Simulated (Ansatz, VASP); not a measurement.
# Sb in VASP and in Ansatz

Contents of INCAR:

```
PREC     = Accurate       # precision mode
ENCUT    = 520            # plane-wave cutoff, eV
EDIFF    = 1E-8           # SCF threshold, eV
ISMEAR   = -1             # smearing method
SIGMA    = 0.05           # smearing width, eV
LREAL    = False          # projectors in reciprocal space
LASPH    = True           # aspherical terms in the spheres
NELM     = 60             # most SCF steps
ALGO     = Normal         # electronic algorithm
ISIF     = 2              # what is computed and relaxed
LWAVE    = False          # write WAVECAR
LCHARG   = False          # write CHGCAR
GGA      = PS             # functional
LEFG     = True         
NBANDS   = 8              # bands
```

Contents of KPOINTS:

```
Automatic mesh
0
Gamma
  12 12 12
```

File POSCAR:

```
Sb
1.0
    0.0000000000      2.3502075557      2.3502075557
    2.3502075557      0.0000000000      2.3502075557
    2.3502075557      2.3502075557      0.0000000000
Sb
1
Direct
    0.0000000000      0.0000000000      0.0000000000
```

Input for Ansatz:

```yaml
crystal:
  lattice:
    - [0.0, 2.3502075557, 2.3502075557]
    - [2.3502075557, 0.0, 2.3502075557]
    - [2.3502075557, 2.3502075557, 0.0]
  atoms:
    - { symbol: Sb, position: [0.0, 0.0, 0.0] }
kpoints:
  mp_grid: { grid: [12, 12, 12] }
scf:
  occupations: { method: fermi_dirac, width: 0.05 }
hamiltonian:
  xc: pbesol
  pseudopotentials: { kind: all_electron, datasets: crystal }
output:
  forces: true
  stress: true
  eigenvalues: true
  efg: { contact_densities: true }
```

Change from the starting cell: volume scaled by 1.06, crystal datasets.

Alike in both runs: task electric field gradients; functional PBEsol; k mesh 12 × 12 × 12; occupations fermi-dirac, width 0.05 eV; no spin polarisation.

```csv
,VASP,Ansatz
version,VASP 6.6.1,Ansatz 0.2.0
potentials or method,"VASP PAW PBE potentials, release 64 (Sb)","all-electron PAW with datasets made for the crystal, scalar-relativistic"
plane-wave cutoff (eV),520,see its input
```

Ansatz gave:

```
pressure (GPa)                                                 : 0.8
Vzz of the field gradient on the site that differs most (V/Å²) : 0.0
```

Task: What did VASP give for the same quantities?

Result: Pressure (GPa): 0.7; Vzz of the field gradient on the site that differs most (V/Å²): 0.0.

Ansatz ran all-electron here, so the differences hold the error of VASP's frozen core and of both bases. Ansatz warned: «gradients_without_spin_orbit».

Caveats: the PAW data sets were made with another functional, which shifts forces and pressure a little (VASP). Spin-orbit coupling is left out, which matters for the levels of Sb.
